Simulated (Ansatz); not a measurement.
**TiO2 under changes of volume**

One of the cells (18.074 Å³/atom); the others are scaled copies at fixed shape and fractional positions:

```
Ti O
1.0
     1.49733    0.86448    6.98154
    -1.49733    0.86448    6.98154
     0.00000   -1.72897    6.98154
Ti O
1 2
Direct
  0.00000 0.00000 0.00000
  0.37953 0.37953 0.37953
  0.62047 0.62047 0.62047
```

Measurements of this composition are mostly on another form, of space group No. 141.

```yaml
Program: Ansatz 0.2.0
Functional: PBEsol
Potentials_or_basis: Ansatz PAW
Cutoff: "420 eV (not typed: the program's choice for these potentials)"
k_mesh: 10 × 10 × 10
Occupations: fermi-dirac, width 0.05 eV
Spin: no spin polarisation
```

```csv
volume (Å³/atom),energy over the lowest point (meV/atom),pressure (GPa),gap on the mesh (eV),largest force (eV/Å)
16.990,5.59,4.0,2.86,0.493
17.351,0.00,1.0,2.80,0.157
17.713,1.02,-1.8,2.73,0.154
18.074,7.99,-4.3,2.67,0.440
18.436,?,?,?,?
18.797,37.28,-8.5,2.55,0.948
19.159,58.60,-10.3,2.49,1.174
```

Question: What does the run at 18.436 Å³/atom give?

Answer: Energy over the lowest point 20.24 meV/atom; pressure -6.5 GPa; gap on the mesh 2.61 eV; largest force 0.704 eV/Å.

Worked out: A Birch-Murnaghan fit of order 3 (a polynomial in V^(-2/3)) to the other rows has its minimum at 17.47 Å³/atom with B0 = V·E''(V) = 137 GPa and B' = 4.4 at fixed shape and positions, which overstates the stiffness. It gives 20.28 meV/atom at 18.436 Å³/atom, against the run's 20.24, and -dE/dV = -6.5 GPa, against -6.5. A straight line through the other rows of the gap, of slope -3.09 eV per unit of ln V, gives 2.61 eV, against the run's 2.61.

Energies are extrapolated to zero smearing.

Caveats: the PAW data sets come from PBE, with cores solved anew for the run's functional, which leaves a small shift of forces and pressure; forces of over 1 eV/Å show positions far from the minimum, so gaps and moduli don't describe the material at rest (some runs).

A mesh can miss the band edges.
